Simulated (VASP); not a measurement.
BN in VASP 6.6.1, single-point calculation

INCAR

```
LWAVE = .FALSE.
ENCUT = 400
NBANDS = 11
GGA = PS
PREC = Accurate
EDIFF = 1E-7
LCHARG = .FALSE.
SIGMA = 0.2
LREAL = .FALSE.
ISMEAR = 1
LASPH = .TRUE.
ISIF = 2
IBRION = -1
NSW = 0
NELM = 99
```

KPOINTS

```
KPOINTS created by Atomic Simulation Environment
0
Gamma
10 10 10
0 0 0
```

POSCAR

```
B  N
 1.0000000000000000
     0.0102000000000000    1.7118000000000000    1.7214000000000000
     1.7502000000000000   -0.0998000000000000    1.8313999999999999
     1.7343999999999999    1.8060000000000000   -0.0840000000000000
 B   N
   1   1
Cartesian
  1.7383309000000000  1.6533403400000000  3.4849672600000003
  0.8812409600000000  0.8823415200000001  0.9063765600000001
```

The recommended PBE PAW datasets give the neutral cell 8 valence electrons.

Command

```
mpirun -np 1 vasp_std
```

How does this run end, and what does it give?

It converged. Results: gap between bands v and c on the k mesh 2.06 eV; least direct gap on the k mesh 6.47 eV; pressure 11.4 GPa; largest force 2.70 eV/Å. Band v is the last that the valence electrons fill when counted band by band, and c is the next.

OSZICAR

```
N       E                     dE             d eps       ncg     rms          rms(c)
DAV:   1     0.185245581123E+01    0.18525E+01   -0.42196E+03 11962   0.582E+02
DAV:   2    -0.187369879737E+02   -0.20589E+02   -0.20076E+02 13135   0.131E+02
DAV:   3    -0.190249414307E+02   -0.28795E+00   -0.28764E+00 12852   0.129E+01
DAV:   4    -0.190251834746E+02   -0.24204E-03   -0.24204E-03 11877   0.451E-01
DAV:   5    -0.190251836706E+02   -0.19593E-06   -0.19477E-06 12630   0.118E-02    0.695E+00
DAV:   6    -0.180842576019E+02    0.94093E+00   -0.28483E+00 11355   0.937E+00    0.351E+00
DAV:   7    -0.179839607292E+02    0.10030E+00   -0.11768E-01 12870   0.271E+00    0.201E+00
DAV:   8    -0.179613552122E+02    0.22606E-01   -0.37946E-02 12558   0.138E+00    0.209E-01
DAV:   9    -0.179613187183E+02    0.36494E-04   -0.11316E-03 11667   0.280E-01    0.924E-02
DAV:  10    -0.179613334810E+02   -0.14763E-04   -0.80448E-05 12398   0.722E-02    0.151E-02
DAV:  11    -0.179613353238E+02   -0.18428E-05   -0.46885E-06 12335   0.180E-02    0.906E-03
DAV:  12    -0.179613355220E+02   -0.19824E-06   -0.62466E-07 12348   0.555E-03    0.222E-03
DAV:  13    -0.179613355766E+02   -0.54585E-07   -0.30825E-08  5820   0.156E-03
   1 F= -.17961336E+02 E0= -.17961348E+02  d E =0.380141E-04
```

Standard output (part)

```
POSCAR found type information on POSCAR B N
 POSCAR found :  2 types and       2 ions
 LDA part: xc-table for (Slater+PW92), standard interpolation
 POSCAR, INCAR and KPOINTS ok, starting setup
 WAVECAR not read
 entering main loop
```

These settings aren't sound, so the numbers aren't properties of the crystal.

On sound settings PBEsol gives a gap of 2.08 eV on its mesh and a pressure of 18.1 GPa for the intended cell.
